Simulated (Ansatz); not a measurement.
CdO (Monteponite):

```
Cd O
1.0
     0.00000    2.34950    2.34950
     2.34950    0.00000    2.34950
     2.34950    2.34950    0.00000
Cd O
1 1
Direct
  0.00000 0.00000 0.00000
  0.50000 0.50000 0.50000
```

Base run:

| Item | Value |
| --- | --- |
| Program | Ansatz 0.2.0 |
| Functional | PBE |
| Potentials or basis | Ansatz PAW |
| Cutoff | 420 eV (not typed: the program's choice for these potentials) |
| k mesh | 10 × 10 × 10 |
| Occupations | gaussian, width 0.1 eV |
| Spin | no spin polarisation |

Its results: band gap on the k mesh none (metal or under the smearing width); pressure 6.1 GPa.

Q: The run is repeated on the same cell with these changes: functional from PBE to LDA; occupations from gaussian, width 0.1 eV to fermi-dirac, width 0.05 eV. What comes out?

A: Band gap on the k mesh none (metal or under the smearing width); pressure -6.1 GPa.

Caveats: this crystal is a semiconductor, whose small gap the functional closes, so the metal is an error of the method; the PAW data sets come from PBE, with cores solved anew for the run's functional, which leaves a small shift of forces and pressure (some runs).
